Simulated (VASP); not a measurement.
# InP (F-43m) in VASP: notebook

The runs below take InP through single point, with PBE.

Everything below comes from runs of VASP 6.6.1. Logs are shortened: lines on timing, memory, paths and dates and some standing lists are left out, and cuts for length are marked.

**What was measured.**

A printed reference work, data compilation reports, for a bulk crystal of InP at 1.6 K: band gap 1.4236 eV (direct).

How close the calculation comes is told below.

## (1) The cell of the first run

It takes space group F-43m (No. 216, cubic). Conventional cell: a = 5.963 Å, b = 5.963 Å, c = 5.963 Å, α = 90.00°, β = 90.00°, γ = 90.00°. In (site symmetry -43m) has 4 P at 2.58 Å within 3.4 Å. Within 3.4 Å of P (site symmetry -43m) lie 4 In at 2.58 Å.

## (2) Single point, PBE

INCAR

```
SYSTEM = InP
PREC = Accurate
ENCUT = 520
EDIFF = 1E-6
ISMEAR = 0
SIGMA = 0.01
LREAL = .FALSE.
LASPH = .TRUE.
NELM = 60
ALGO = Normal
ISIF = 2
LWAVE = .FALSE.
LCHARG = .FALSE.
GGA = PE
NBANDS = 16
```

KPOINTS

```
regular mesh
0
G
  6 6 6
  0 0 0
```

POSCAR

```
InP
1.0
    0.0000000000      2.9816980984      2.9816980984
    2.9816980984      0.0000000000      2.9816980984
    2.9816980984      2.9816980984      0.0000000000
In P
1 1
Direct
    0.0000000000      0.0000000000      0.0000000000
    0.2500000000      0.2500000000      0.2500000000
```

Potentials or basis: VASP PAW PBE potentials, release 64 (In_d, P).

The run is started by

```
cat potpaw_PBE.64/In_d/POTCAR potpaw_PBE.64/P/POTCAR > POTCAR
mpirun -np 1 vasp_std > vasp.out
```

OUTCAR:

```text
SYSTEM = InP
   PREC = Accurate
   ENCUT = 520
   EDIFF = 1E-6
   ISMEAR = 0
   LREAL = .FALSE.
   LASPH = .TRUE.
   NELM = 60
   ISIF = 2
   GGA = PE

 ion  position               nearest neighbor table
   1  0.000  0.000  0.000-   2 2.58   2 2.58   2 2.58   2 2.58
   2  0.250  0.250  0.250-   1 2.58   1 2.58   1 2.58   1 2.58

  LATTYP: Found a face centered cubic cell.
 ALAT       =     5.9633961968

  Lattice vectors:

 A1 = (   0.0000000000,   2.9816980984,   2.9816980984)
 A2 = (   2.9816980984,   0.0000000000,   2.9816980984)
 A3 = (   2.9816980984,   2.9816980984,   0.0000000000)

Analysis of symmetry for initial positions (statically):
=====================================================================
 Subroutine PRICEL returns:
 Original cell was already a primitive cell.

 Routine SETGRP: Setting up the symmetry group for a
 face centered cubic supercell.

 Subroutine GETGRP returns: Found 24 space group operations
 (whereof 24 operations were pure point group operations)
 out of a pool of 48 trial point group operations.

The static configuration has the point symmetry T_d .

Analysis of symmetry for dynamics (positions and initial velocities):
=====================================================================
 Subroutine PRICEL returns:
 Original cell was already a primitive cell.

 Routine SETGRP: Setting up the symmetry group for a
 face centered cubic supercell.

 Subroutine GETGRP returns: Found 24 space group operations
 (whereof 24 operations were pure point group operations)
 out of a pool of 48 trial point group operations.

The dynamic configuration has the point symmetry T_d .

 Subroutine INISYM returns: Found 24 space group operations
 (whereof 24 operations are pure point group operations),
 and found     1 'primitive' translations

----------------------------------------------------------------------------------------

                                     Primitive cell

  volume of cell :      53.0177

  direct lattice vectors                    reciprocal lattice vectors
     0.000000000  2.981698098  2.981698098    -0.167689680  0.167689680  0.167689680
     2.981698098  0.000000000  2.981698098     0.167689680 -0.167689680  0.167689680
     2.981698098  2.981698098  0.000000000     0.167689680  0.167689680 -0.167689680

  length of vectors
     4.216757890  4.216757890  4.216757890     0.290447046  0.290447046  0.290447046

  position of ions in fractional coordinates (direct lattice)
     0.000000000  0.000000000  0.000000000
     0.250000000  0.250000000  0.250000000

  ion indices of the primitive-cell ions
   primitive index   ion index
                 1           1
                 2           2

----------------------------------------------------------------------------------------

 KPOINTS: regular mesh

Automatic generation of k-mesh.
 Grid dimensions read from file:
 generate k-points for:    6    6    6

 Generating k-lattice:

  Cartesian coordinates                     Fractional coordinates (reciprocal lattice)
    -0.027948280  0.027948280  0.027948280     0.166666667  0.000000000  0.000000000
     0.027948280 -0.027948280  0.027948280     0.000000000  0.166666667  0.000000000
     0.027948280  0.027948280 -0.027948280     0.000000000  0.000000000  0.166666667

  Length of vectors
     0.048407841  0.048407841  0.048407841

  Shift w.r.t. Gamma in fractional coordinates (k-lattice)
     0.000000000  0.000000000  0.000000000

 Subroutine IBZKPT returns following result:
 ===========================================

 Found     16 irreducible k-points:

 Following reciprocal coordinates:
            Coordinates               Weight
  0.000000  0.000000  0.000000      1.000000
  0.166667  0.000000  0.000000      8.000000
  0.333333  0.000000  0.000000      8.000000
  0.500000  0.000000  0.000000      4.000000
  0.166667  0.166667  0.000000      6.000000
  0.333333  0.166667  0.000000     24.000000
[... 8 lines left out ...]
 -0.333333  0.333333  0.166667     24.000000
 -0.333333  0.500000  0.166667     12.000000
   k-points           NKPTS =     16   k-points in BZ     NKDIM =     16   number of bands    NBANDS=     16
   number of dos      NEDOS =    301   number of ions     NIONS =      2
   total plane-waves  NPLWV =  32768
   dimension x,y,z NGX =    32 NGY =   32 NGZ =   32
   dimension x,y,z NGXF=    64 NGYF=   64 NGZF=   64
   ions per type =               1   1
   NGX,Y,Z   is equivalent  to a cutoff of  12.62, 12.62, 12.62 a.u.
   NGXF,Y,Z  is equivalent  to a cutoff of  25.23, 25.23, 25.23 a.u.
 SYSTEM =  InP
   PREC   = accura    normal or accurate (medium, high low for compatibility)
   ISTART =      0    job   : 0-new  1-cont  2-samecut
   ICHARG =      2    charge: 1-file 2-atom 10-const
   ISPIN  =      1    spin polarized calculation?
   LNONCOLLINEAR =      F non collinear calculations
   LSORBIT =      F    spin-orbit coupling
   LASPH  =      T    aspherical Exc in radial PAW
   ENCUT  =  520.0 eV  38.22 Ry    6.18 a.u.   7.84  7.84  7.84*2*pi/ulx,y,z
   NELM   =     60;   NELMIN=  2; NELMDL= -5     # of ELM steps
   EDIFF  = 0.1E-05   stopping-criterion for ELM
   LREAL  =      F    real-space projection
   EDIFFG = 0.1E-04   stopping-criterion for IOM
   NSW    =      0    number of steps for IOM
   IBRION =     -1    ionic relax: 0-MD 1-quasi-New 2-CG
   NFREE  =      0    steps in history (QN), initial steepest desc. (CG)
   ISIF   =      2    stress and relaxation
   ISYM   =      2    0-nonsym 1-usesym 2-fastsym
   POTIM  = 0.5000    time-step for ionic-motion
   TEBEG  =    0.0;   TEEND  =   0.0 temperature during run
   PSTRESS=    0.0 pullay stress
   NELECT =      18.0000    total number of electrons
   NUPDOWN=      -1.0000    fix difference up-down
   EMIN   =  10.00;   EMAX   =-10.00  energy-range for DOS
   EFERMI =   0.00;   METHOD = LEGACY
   ISMEAR =     0;   SIGMA  =   0.01  broadening in eV -4-tet -1-fermi 0-gaus
   EFERMI_NEDOS =   21; number of points for ismear=-14 and -15
   IALGO  =     38    algorithm
   IMIX   =      4    mixing-type and parameters
     AMIX     =   0.40;   BMIX     =  1.00
     AMIX_MAG =   1.60;   BMIX_MAG =  1.00
  volume/ion in A,a.u.               =      26.51       178.89
  Fermi-wavevector in a.u.,A,eV,Ry     =   1.142068  2.158196 17.746345  1.304320
  Thomas-Fermi vector in A             =   2.278767
   LORBIT       =      0    0 simple, 1 ext, 2 COOP (PROOUT), +10 PAW based schemes
   GGA     = PE    functional components
   LHFCALC =     F    Hartree Fock is set to
   AEXX    =    0.0000 exact exchange contribution
   IVDW    =     0    specifies the selected vdW correction
   LEPSILON=     F    determine dielectric tensor
   LRPA    =     F    only Hartree local field effects (RPA)
 non-spin polarized calculation
 Gauss-broadening in eV      SIGMA  =   0.01
  energy-cutoff  :      520.00
  volume of cell :       53.02
 maximum number of plane-waves:      1458
   NGX = 15   NGY = 15   NGZ = 15

 number of electron      18.0000004 magnetization

 Free energy of the ion-electron system (eV)
  ---------------------------------------------------
  ext. energy  EPLUGINS =         0.00000000
  ---------------------------------------------------
  free energy    TOTEN  =        -8.39538098 eV

  energy without entropy =       -8.39538098  energy(sigma->0) =       -8.39538098

 E-fermi :   4.7376     XC(G=0):  -9.0519

 val. band max:        4.6432388990   @ k =   0.0000   0.0000   0.0000
 cond. band min:       5.0689770085   @ k =   0.0000   0.0000   0.0000
 fundamental gap:      0.4257381094
 Fermi energy:         4.7376390295

 k-point     1 :       0.0000    0.0000    0.0000
  band No.  band energies     occupation
      1      -9.4574      2.00000
      2      -9.4574      2.00000
      3      -9.4574      2.00000
      4      -9.3300      2.00000
      5      -9.3300      2.00000
      6      -6.5317      2.00000
[... 8 lines left out ...]
     15      14.0051      0.00000
     16      14.0051      0.00000

 k-point     2 :       0.1667    0.0000    0.0000
  band No.  band energies     occupation
      1      -9.4826      2.00000
      2      -9.4470      2.00000
      3      -9.4470      2.00000
      4      -9.3296      2.00000
      5      -9.3296      2.00000
      6      -6.2440      2.00000
[... 8 lines left out ...]
     15      13.2152      0.00000
     16      13.9439      0.00000

 k-point     3 :       0.3333    0.0000    0.0000
  band No.  band energies     occupation
      1      -9.5304      2.00000
      2      -9.4305      2.00000
      3      -9.4305      2.00000
      4      -9.3242      2.00000
      5      -9.3242      2.00000
      6      -5.5073      2.00000
[... 8 lines left out ...]
     15      13.6602      0.00000
     16      13.6602      0.00000

 k-point     4 :       0.5000    0.0000    0.0000
  band No.  band energies     occupation
      1      -9.5533      2.00000
      2      -9.4248      2.00000
      3      -9.4248      2.00000
      4      -9.3187      2.00000
      5      -9.3187      2.00000
      6      -4.9726      2.00000
[... 8 lines left out ...]
     15      15.1553      0.00000
     16      15.1553      0.00000
[... 172 lines left out ...]
 k-point    14 :       0.5000    0.3333    0.1667
  band No.  band energies     occupation
      1      -9.5657      2.00000
      2      -9.4119      2.00000
      3      -9.3965      2.00000
      4      -9.3455      2.00000
      5      -9.3147      2.00000
      6      -4.9347      2.00000
[... 8 lines left out ...]
     15      15.4945      0.00000
     16      16.1624      0.00000

 k-point    15 :      -0.3333    0.3333    0.1667
  band No.  band energies     occupation
      1      -9.5738      2.00000
      2      -9.4124      2.00000
      3      -9.3875      2.00000
      4      -9.3410      2.00000
      5      -9.3186      2.00000
      6      -4.5122      2.00000
[... 8 lines left out ...]
     15      15.5205      0.00000
     16      15.9849      0.00000

 k-point    16 :      -0.3333    0.5000    0.1667
  band No.  band energies     occupation
      1      -9.5907      2.00000
      2      -9.3973      2.00000
      3      -9.3763      2.00000
      4      -9.3530      2.00000
      5      -9.3116      2.00000
      6      -4.3298      2.00000
[... 8 lines left out ...]
     15      15.7053      0.00000
     16      16.3768      0.00000

------------------------ aborting loop because EDIFF is reached ----------------------------------------

  FORCE on cell =-STRESS in cart. coord.  units (eV):
  Direction    XX          YY          ZZ          XY          YZ          ZX
  --------------------------------------------------------------------------------------
  -------------------------------------------------------------------------------------
  Total       -0.0614277     -0.0614277     -0.0614277     -0.0000000      0.0000000     -0.0000000
  in kB       -1.8563235     -1.8563235     -1.8563235     -0.0000000      0.0000000     -0.0000000
  external PRESSURE =      -1.8563235 kB  Pullay stress =       0.0000000 kB

 VOLUME and BASIS-vectors are now :
 -----------------------------------------------------------------------------
  energy-cutoff  :      520.00
  volume of cell :       53.02
      direct lattice vectors                 reciprocal lattice vectors
     0.000000000  2.981698098  2.981698098    -0.167689680  0.167689680  0.167689680
     2.981698098  0.000000000  2.981698098     0.167689680 -0.167689680  0.167689680
     2.981698098  2.981698098  0.000000000     0.167689680  0.167689680 -0.167689680

 POSITION                                       TOTAL-FORCE (eV/Angst)
 -----------------------------------------------------------------------------------
      0.00000      0.00000      0.00000        -0.000000      0.000000     -0.000000
      1.49085      1.49085      1.49085         0.000000     -0.000000      0.000000
 -----------------------------------------------------------------------------------
    total drift:                               -0.000000     -0.000000     -0.000000

  FREE ENERGIE OF THE ION-ELECTRON SYSTEM (eV)
  ---------------------------------------------------
  free  energy   TOTEN  =        -8.3953809811 eV

  energy  without entropy=       -8.3953809811  energy(sigma->0) =       -8.39538098
```

Run time: 14 s. Hardware: 1 thread of Intel Xeon Platinum 8259CL at 2.50GHz (Skylake/Cascade Lake), shared host; peak memory 0.17 GiB.

What came out:

| Quantity | Value |
| --- | --- |
| Free energy | -8.3954 eV |
| Pressure | -0.2 GPa |
| Band gap on the k mesh | 0.43 eV, direct |

Levels at points of the mesh, in eV from the valence-band top:
```csv
k point,band 7,band 8,band 9,band 10,band 11,band 12
"(0.00, 0.00, 0.00)",0.00,0.00,0.00,0.43,4.08,4.08
"(0.50, 0.00, 0.00)",-5.47,-0.90,-0.90,1.37,4.80,4.80
"(0.50, 0.50, 0.00)",-5.53,-2.15,-2.15,1.84,2.26,8.90
```

Caveat: spin-orbit coupling is left out, which moves the levels of the heavy elements.

[end of part 1 of 2]
